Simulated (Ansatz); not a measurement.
Space group P6_3/mmc (No. 194). a = 2.960 Å, b = 2.960 Å, c = 11.643 Å, α = 90.00°, β = 90.00°, γ = 120.00°
```
atom site symmetry x y z
  Cd    2a      -3m.  0.0000  0.0000  0.0000
  Cd    2c      -6m2  0.3333  0.6667  0.2500
```

Equation of state of this Cd structure (not necessarily the ground state), with shape and atoms relaxed at each volume where symmetry leaves them free. It has no gap at any of these volumes. The calculation used Ansatz, DFT r2SCAN, scalar-relativistic, plane waves, PAW.

Cutoff 500 eV; k points 15×15×4 on the computed 4-atom cell (Γ-centred); Gaussian smearing, width 0.10 eV; no spin polarisation.

| V (Å³/atom) | E − E(largest V) (meV/atom) | P (GPa) |
| --- | --- | --- |
| 20.768 | 4.76 | 3.33 |
| 21.431 | -4.76 | 1.45 |
| 22.093 | -7.33 | 0.00 |
| 22.756 | -5.52 | -0.90 |
| 23.419 | 0.00 | -1.81 |

**Question.** Fit a third-order Birch–Murnaghan equation to E(V).

**Answer.** V0 = 22.11 Å³/atom, B0 = 38 GPa, B0' = 10.3. B0' is unusual or poorly fixed by this range.